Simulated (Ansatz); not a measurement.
Input, command and steps of an Ansatz relaxation.

```yaml
crystal:
  lattice:
    - [3.1293399658, 0.0, 0.0]
    - [0.0, 3.1293399658, 0.0]
    - [-1.5646699829, -1.5646699829, 4.6940099487]
  atoms:
    - { symbol: Mo, position: [0.0, 0.0, 0.0] }
    - { symbol: Mo, position: [0.3333333333, 0.3333333333, 0.6666666667] }
    - { symbol: Mo, position: [0.6666666667, 0.6666666667, 0.3333333333] }
basis:
  ecutwfc: 420
kpoints:
  mp_grid: { grid: [14, 14, 14] }
hamiltonian:
  xc: pbesol
scf:
  occupations: { method: gaussian, width: 0.1 }
output:
  forces: true
  stress: true
  eigenvalues: true
relax:
  adjacent_minimum: "off"
  f_tol: 0.015
  max_steps: 60
  cell: { stress_tol: 0.15 }
```

```bash
ansatz run input.yaml --threads 1 --pin off --max-ram 2560MiB --backend cpu --events-out ev --progress --plain --runs-dir out
```

Level of theory: DFT PBEsol, scalar-relativistic, plane waves, PAW in Ansatz 0.2.0.

Of 4 frames 3 are shown, positions in Å and forces in eV/Å; the SCF threshold varies from step to step. Steps run on the plane waves of an earlier cell, with a Pulay correction in the pressure. The basis is chosen afresh for the last frame, the zero of the energies, and at times for earlier ones too; energy and pressure step there, also at an unchanged geometry. The mark taken_back stands on steps that the optimiser undid.

```xyz
3
Lattice="3.1293 0.0000 0.0000 0.0000 3.1293 0.0000 -1.5647 -1.5647 4.6940" Properties=species:S:1:pos:R:3:forces:R:3 pbc="T T T" step=1 free_energy_over_end_meV_per_atom=0.01 pressure_GPa=0.20
Mo    0.0000    0.0000    0.0000    0.0000    0.0000    0.0000
Mo    0.0000    0.0000    3.1293    0.0000    0.0000    0.0000
Mo    1.5647    1.5647    1.5647    0.0000    0.0000    0.0000
3
Lattice="3.1316 0.0000 0.0000 0.0000 3.1316 0.0000 -1.5658 -1.5658 4.6974" Properties=species:S:1:pos:R:3:forces:R:3 pbc="T T T" step=2 free_energy_over_end_meV_per_atom=0.03 pressure_GPa=-0.41 taken_back
Mo    0.0000    0.0000    0.0000    0.0000    0.0000    0.0000
Mo    0.0000    0.0000    3.1316    0.0000    0.0000    0.0000
Mo    1.5658    1.5658    1.5658    0.0000    0.0000    0.0000
3
Lattice="3.1301 0.0000 0.0000 0.0000 3.1301 0.0000 -1.5650 -1.5650 4.6951" Properties=species:S:1:pos:R:3:forces:R:3 pbc="T T T" step=4 free_energy_over_end_meV_per_atom=0.00 pressure_GPa=0.00
Mo    0.0000    0.0000    0.0000    0.0000    0.0000    0.0000
Mo    0.0000    0.0000    3.1301    0.0000    0.0000    0.0000
Mo    1.5650    1.5650    1.5650    0.0000    0.0000    0.0000
```

It took 47 s on 1 thread of AMD EPYC 7R43 64-Core Processor (Zen 3), on a shared host, peak memory 0.56 GiB.